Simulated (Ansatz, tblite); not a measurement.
# CaO with GFN1-xTB from a Python script

These are simulated results from tblite 0.8.0, not measurements. The cell was built from a prototype and was relaxed with r2SCAN in plane waves (Ansatz 0.2.0). Not every such cell is a known phase. All runs are without spin polarisation.

Space group P6_3/mmc (No. 194), hexagonal; a = 3.981 Å, c = 4.770 Å in the conventional setting, 16.37 Å³ an atom. Ca is surrounded by 5 O at 2.30–2.39 Å; O is surrounded by 5 Ca at 2.30–2.39 Å.

tblite solves periodic systems at the zone centre alone, so the script builds a cluster of 3×3×2 conventional cells (72 atoms), which folds in a coarse mesh of k points.

run.py reads:

```python
import json
from ase import Atoms
from ase.build import make_supercell
from ase.units import Bohr, GPa, Hartree
from tblite.interface import Calculator

atoms = Atoms(['Ca', 'Ca', 'O', 'O'],
              cell=[[3.980838, 0.0, 0.0], [-1.990419, 3.44750684, 0.0], [0.0, 0.0, 4.77044407]],
              scaled_positions=[[0.333333333, 0.666666667, -0.0625], [0.666666667, 0.333333333, 0.4375], [0.333333333, 0.666666667, 0.4375], [0.666666667, 0.333333333, 0.9375]],
              pbc=True)
cluster = make_supercell(atoms, [[3, 0, 0], [0, 3, 0], [0, 0, 2]])
calc = Calculator('GFN1-xTB', cluster.numbers, cluster.positions / Bohr, lattice=cluster.cell[:] / Bohr, periodic=cluster.pbc)
calc.set('temperature', 0.02 / Hartree)
calc.set('max-iter', 150)
res = calc.singlepoint()
levels = res.get('orbital-energies') * Hartree
nv = round(res.get('orbital-occupations').sum() / 2)
cells = len(cluster) // len(atoms)
out = {'energy_per_cell': res.get('energy') * Hartree / cells, 'homo': levels[nv - 1], 'lumo': levels[nv],
       'stress': (-res.get('virial') * Hartree / cluster.get_volume() / GPa).tolist(), 'charges': res.get('charges')[:len(atoms)].tolist(), 'electrons': 2 * nv / cells}
json.dump(out, open('results.json', 'w'))
for key, value in out.items():
    print(key, value)
```

Command: `python run.py`. It took 5.8 s on 1 thread of Arm Neoverse V1, on a shared host, peak memory 0.12 GiB.

The log:

```
------------------------------------------------------------
  cycle        total energy    energy error   density error
------------------------------------------------------------
      1     -100.5282470123  -1.0044117E+02   1.2098190E+00
      2      915.9647226361   1.0164930E+03   3.8684312E+00
      3     -172.1464850492  -1.0881112E+03   6.3493546E-01
      4     -184.9578157376  -1.2811331E+01   3.5313788E-01
      5     -191.2871110842  -6.3292953E+00   8.7912502E-02
      6     -191.0379062295   2.4920485E-01   5.4013665E-02
      7     -191.1860462053  -1.4813998E-01   3.5941161E-02
      8     -191.2503318225  -6.4285617E-02   3.4121404E-02
      9     -191.3169430854  -6.6611263E-02   1.0920909E-02
     10     -191.3190449957  -2.1019102E-03   4.4048247E-04
     11     -191.3190483723  -3.3766225E-06   1.8798648E-04
     12     -191.3190502555  -1.8832482E-06   2.5436340E-05
     13     -191.3190502759  -2.0350683E-08   2.2849082E-05
     14     -191.3190502397   3.6231370E-08   2.4630289E-05
     15     -191.3190502747  -3.5023902E-08   1.2310123E-05
------------------------------------------------------------

 total:                                   5.186 sec
energy_per_cell -289.2253628244234
homo -20.31327119764243
lumo -20.24693969660821
stress [[-9.25996412661341, -0.001972442190438569, -1.0221533704410677e-05], [-0.0019724421904384233, -9.26224176624611, 5.9014045952118885e-06], [-1.0221533704394968e-05, 5.90140459516045e-06, -10.009737111339602]]
charges [0.23289632798242454, 0.2328963279821472, -0.23285533454324892, -0.23283641386148268]
electrons 16.0
```

The cycle table is in hartree for the whole cluster, and the lines after it are in eV (the energy for one cell). The printed stress is in GPa and positive in compression, and the pressure is its mean diagonal.

GFN1-xTB gives a gap of 0.07 eV. On the same cell, plane-wave PBE (Ansatz, 12×12×6 k points and the special points) gives a gap of 3.21 eV and r2SCAN a gap of 3.63 eV; on shared hosts these took about 6.4 and 19 core-seconds on the 4-atom cell, against 5.8 for the script. Semilocal gaps usually lie below measured ones. This method closes a gap that PBE finds, a failure in kind.

The same script was run on cells scaled at fixed shape and fractional coordinates:

```csv
volume (Å³/atom),energy (meV/atom),"pressure (GPa, positive in compression)",gap (eV)
14.40,-81.9,-2.68,0.11
15.39,-51.1,-6.96,0.01
16.37,0.0,-9.51,0.07
17.35,63.9,-11.21,0.07
18.33,135.4,-12.28,0.06
```

The minimum lies beyond the smallest of these volumes.

xTB was fitted mostly to molecules, and a small cluster samples few k points, so gaps, pressures and kinks along a curve can be far from a solid's.
